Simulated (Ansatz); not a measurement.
**LiH (zincblende): the band gap by level of theory**

All numbers come from Ansatz 0.2.0. Simulation only: spin-unpolarised, and no claim that this is the phase found in nature.

Structure: LiH built on the zincblende prototype, at its r2SCAN minimum. It is cubic, F-43m (No. 216); conventional cell a = 4.290 Å, 9.87 Å³ an atom. Li is surrounded by 4 H at 1.86 Å; H is surrounded by 4 Li at 1.86 Å.

Relaxed lattice by functional, symmetry kept:
```csv
functional,k mesh,a (Å),volume (Å³/atom)
PBE,12×12×12,4.287,9.85
r2SCAN,10×10×10,4.290,9.87
PBEsol,10×10×10,4.258,9.65
LDA,10×10×10,4.181,9.13
HSE06,6×6×6,4.272,9.75
```

Gaps on the r2SCAN cell, each the least over its mesh and the special points:
```
                                    level    k mesh  gap (eV)      kind                  edges  least direct gap (eV)        rough cost
                                      LDA  10×10×10      3.93  indirect                  W → L                   5.02  0.5 core-seconds
                                      PBE  10×10×10      4.20  indirect                  W → L                   5.26  0.6 core-seconds
                                   r2SCAN  10×10×10      4.72  indirect                  W → L                   5.80    1 core-seconds
                                    HSE06     8×8×8      5.25  indirect                  W → L                   6.41   19 core-seconds
                                 DDH-PBE0     8×8×8      6.39  indirect                  W → L                   7.59   18 core-seconds
                                     PBE0     8×8×8      5.97  indirect                  W → L                   7.15   18 core-seconds
                                  r2SCAN0     8×8×8      6.31  indirect                  W → L                   7.50   27 core-seconds
                             Hartree-Fock     8×8×8     12.18  indirect                  W → L                  13.57   17 core-seconds
 G0W0@PBE (58 empty bands, 120 eV, 6×6×6)     6×6×6      6.28         –  W–X (0.33) → L (mesh)                      –    6 core-seconds
G0W0@PBE (146 empty bands, 220 eV, 6×6×6)     6×6×6      6.37         –  W–X (0.33) → L (mesh)                      –   27 core-seconds
```
PBE: smearing of 0.02 eV; the others have fixed occupations.
Wave cutoffs: 420 eV, 500 eV (r2SCAN, r2SCAN0).
The G0W0 gap is PBE's gap over the path plus the quasiparticle shift read on the mesh. G0W0 values are finite-basis, finite-mesh values.
Costs come from shared machines and give only the order; PBE's includes the band path. The runs had 2 threads of AMD EPYC 9R45 96-Core Processor (Zen 5), on a shared host.

The HSE06 gap is indirect, 5.25 eV (W to L), below the direct gap of 6.41 eV at L–W (0.30 of the way from L).

Set against the finite-basis gap of 6.37 eV from G0W0@PBE (146 empty bands, 220 eV, 6×6×6), the closest functional is DDH-PBE0, which differs by +0.02 eV, at about 17 times r2SCAN's cost; G0W0 itself took about 27 times r2SCAN's cost. The others: r2SCAN0 -0.06, PBE0 -0.40, HSE06 -1.12, r2SCAN -1.65, PBE -2.17, LDA -2.44, Hartree-Fock +5.81 eV. The yardstick still moved by +0.09 eV in its last step of bands and cutoff, so this order can change. r2SCAN covers 50 % of the step from PBE to HSE06, while HSE06 needs about 19 times r2SCAN's cost (on a coarser mesh). All these functionals give a gap of the same kind, indirect.

r2SCAN (ground state on 8×8×8): The electronic dielectric tensor ε∞ is 3.01 in all directions. Born charges, averaged over directions: Li +0.83, H -0.83 e. PBE (ground state on 8×8×8): ε∞: 3.24 in all directions. Born charges, averaged over directions: Li +0.82, H -0.82 e.

The meshes of the hybrids are coarse, so their gaps aren't converged to the digits shown.
